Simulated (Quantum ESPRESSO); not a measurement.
A run of Quantum ESPRESSO 7.5:

pw.in

```
&CONTROL
  calculation = 'scf'
  prefix = 'pwscf'
  outdir = './tmp'
  pseudo_dir = './pseudo'
  tprnfor = .true.
  tstress = .true.
  disk_io = 'low'
/
&SYSTEM
  ibrav = 0
  nat = 2
  ntyp = 2
  ecutwfc = 55
  ecutrho = 440
  nbnd = 20
  occupations = 'smearing'
  smearing = 'fd'
  degauss = 0.00367493
/
&ELECTRONS
  conv_thr = 4d-10
  electron_maxstep = 120
  mixing_beta = 0.5
/
ATOMIC_SPECIES
Se    78.9710 Se_pbe_v1.uspp.F.UPF
Zn    65.3800 Zn_pbe_v1.uspp.F.UPF
CELL_PARAMETERS angstrom
   0.0000000000    2.8338000000    2.8338000000
   2.8338000000    0.0000000000    2.8338000000
   2.8338000000    2.8338000000    0.0000000000
ATOMIC_POSITIONS crystal
Se     0.7500000000    0.7500000000    0.7500000000
Zn     0.0000000000    0.0000000000    0.0000000000
K_POINTS automatic
6 6 6 1 1 1
```

The input relax.in:

```
&CONTROL
  calculation = 'vc-relax'
  prefix = 'pwscf'
  outdir = './tmp'
  pseudo_dir = './pseudo'
  tprnfor = .true.
  tstress = .true.
  disk_io = 'low'
  nstep = 40
  forc_conv_thr = 0.0001
  etot_conv_thr = 1d-06
/
&SYSTEM
  ibrav = 0
  nat = 2
  ntyp = 2
  ecutwfc = 55
  ecutrho = 440
  nbnd = 20
  occupations = 'smearing'
  smearing = 'fd'
  degauss = 0.00367493
/
&ELECTRONS
  conv_thr = 4d-10
  electron_maxstep = 120
  mixing_beta = 0.5
/
&IONS
  ion_dynamics = 'bfgs'
/
&CELL
  cell_dynamics = 'bfgs'
  press = 0
  press_conv_thr = 0.2
/
ATOMIC_SPECIES
Se    78.9710 Se_pbe_v1.uspp.F.UPF
Zn    65.3800 Zn_pbe_v1.uspp.F.UPF
CELL_PARAMETERS angstrom
   0.0000000000    2.8338000000    2.8338000000
   2.8338000000    0.0000000000    2.8338000000
   2.8338000000    2.8338000000    0.0000000000
ATOMIC_POSITIONS crystal
Se     0.7500000000    0.7500000000    0.7500000000
Zn     0.0000000000    0.0000000000    0.0000000000
K_POINTS automatic
6 6 6 1 1 1
```

The input scf2.in:

```
&CONTROL
  calculation = 'scf'
  prefix = 'pwscf'
  outdir = './tmp'
  pseudo_dir = './pseudo'
  tprnfor = .true.
  tstress = .true.
  disk_io = 'low'
/
&SYSTEM
  ibrav = 0
  nat = 2
  ntyp = 2
  ecutwfc = 55
  ecutrho = 440
  nbnd = 20
  occupations = 'fixed'
/
&ELECTRONS
  conv_thr = 1d-13
  electron_maxstep = 120
  mixing_beta = 0.5
  startingpot = 'file'
  startingwfc = 'file'
/
ATOMIC_SPECIES
Se    78.9710 Se_pbe_v1.uspp.F.UPF
Zn    65.3800 Zn_pbe_v1.uspp.F.UPF
CELL_PARAMETERS angstrom
   0.0000000000    2.8661857280    2.8661857280
   2.8661857280    0.0000000000    2.8661857280
   2.8661857280    2.8661857280    0.0000000000
ATOMIC_POSITIONS crystal
Se     0.7500000000    0.7500000000    0.7500000000
Zn     0.0000000000    0.0000000000    0.0000000000
K_POINTS automatic
6 6 6 1 1 1
```

ph.in

```
phonons of ZnSe
&INPUTPH
  prefix = 'pwscf'
  outdir = './tmp'
  tr2_ph = 1d-16
  fildyn = 'dyn'
  niter_ph = 60
  alpha_mix(1) = 0.7
  epsil = .true.
/
0.0000000000 0.0000000000 0.0000000000
```

Contents of dynmat.in:

```
&INPUT
  fildyn = 'dyn'
  asr = 'crystal'
  lperm = .true.
  filout = 'dynmat.disp'
  fileig = 'dynmat.eig'
/
```

dynmat_lo.in

```
&INPUT
  fildyn = 'dyn'
  asr = 'crystal'
  filout = 'dynmat_lo.disp'
  fileig = 'dynmat_lo.eig'
  q(1) = 0
  q(2) = 0
  q(3) = 1
/
```

Potentials or basis: SSSP 1.3 efficiency PBE.

The run is started by

```bash
$ OMP_NUM_THREADS=1 pw.x -in pw.in > pw.out
$ OMP_NUM_THREADS=1 pw.x -in relax.in > relax.out
$ OMP_NUM_THREADS=1 pw.x -in scf2.in > scf2.out
$ OMP_NUM_THREADS=1 ph.x -in ph.in > ph.out
$ OMP_NUM_THREADS=1 dynmat.x -in dynmat.in > dynmat.out
$ OMP_NUM_THREADS=1 dynmat.x -in dynmat_lo.in > dynmat_lo.out
```

Hardware: 1 thread of Intel(R) Xeon(R) 6975P-C (Granite Rapids), on a shared host.

Q: How long does it take, and how much memory?

A: Run time: 9.6 min on 1 thread of Intel(R) Xeon(R) 6975P-C (Granite Rapids), on a shared host, peak memory 0.24 GiB. Counts: scf iterations 58, k pools 1, bands 20, ion steps 5, k points 28, g dense 47831.
